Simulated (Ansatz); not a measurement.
The system is N.

```
CELL_PARAMETERS angstrom
5.81510 0.00000 0.00000
0.00000 5.81510 0.00000
0.00000 0.00000 5.81510
ATOMIC_POSITIONS crystal
N 0.04586 0.45414 0.54586
N 0.45414 0.54586 0.04586
N 0.54586 0.04586 0.45414
N 0.95414 0.95414 0.95414
N 0.93610 0.56390 0.43610
N 0.56390 0.43610 0.93610
N 0.43610 0.93610 0.56390
N 0.06390 0.06390 0.06390
```

Program: Ansatz 0.2.0. Alike in all runs: task band structure; potentials or basis Ansatz PAW; no spin polarisation; cell as given.

**Question.** Order these runs on this cell by their band gap on the k mesh, lowest first.
A. level PBEsol; k mesh 5 × 5 × 5; cutoff (eV) 420; smearing fermi-dirac 0.05 eV; points for each segment of the path 10
B. level HSE06; k mesh 4 × 4 × 4; cutoff (eV) 420; smearing fixed; level hse06; run kind scf
C. level PBE0; k mesh 4 × 4 × 4; cutoff (eV) 420; smearing fixed; level pbe0; run kind scf
D. level r2SCAN; k mesh 4 × 4 × 4; cutoff (eV) 500; smearing fixed; level r2scan; run kind scf

**Answer.** A (7.44 eV), D (8.16 eV), B (9.79 eV), C (10.59 eV).

Caveats: forces of over 1 eV/Å show positions far from the minimum, so gaps and moduli don't describe the material at rest (some runs).

A k mesh can miss the band edges.

Not every run made on this cell is shown here.
